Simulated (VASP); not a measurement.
MnO2, 6 atoms in the cell. The structure is hexagonal, space group P6_3/mmc (No. 194). The conventional cell has a = 2.855 Å, b = 2.855 Å, c = 10.222 Å, α = 90.00°, β = 90.00°, γ = 120.00°. Mn (site symmetry -3m) has 6 O at 1.90 Å as nearest neighbours. O (site symmetry 3m) has 3 Mn at 1.90 Å as nearest neighbours. Measurements of this composition are mostly on another form, of space group No. 136.

```yaml
Program: VASP 6.6.1
Task: single point
Functional: PBEsol
Potentials_or_basis: VASP PAW PBE potentials, release 64 (Mn_pv, O)
Cutoff: 520 eV
k_mesh: 11 × 11 × 3
Occupations: fermi-dirac, width 0.05 eV
Spin: collinear spin, ferromagnetic start
Starting_moments: "[4.0, 4.0, 0.0, 0.0, 0.0, 0.0] μB"
Ladder: free
Further_INCAR_settings: ALGO = Normal; EDIFF = 1e-07; NBANDS = 38
```

Potentials or basis: VASP PAW PBE potentials, release 64 (Mn_pv, O).

Run with:

```sh
$ cat potpaw_PBE.64/Mn_pv/POTCAR potpaw_PBE.64/O/POTCAR > POTCAR
$ mpirun -np 2 vasp_std > vasp.out
```

Hardware: 2 MPI ranks on Intel(R) Xeon(R) Platinum 8259CL CPU @ 2.50GHz (Skylake/Cascade Lake), with other jobs on the host.

Problem. How long does it take, and how much memory?

Solution. It took 100 s on 2 MPI ranks on Intel(R) Xeon(R) Platinum 8259CL CPU @ 2.50GHz (Skylake/Cascade Lake) (shared host), peak memory 0.29 GiB a rank. Counts: scf iterations 19, k points 32.
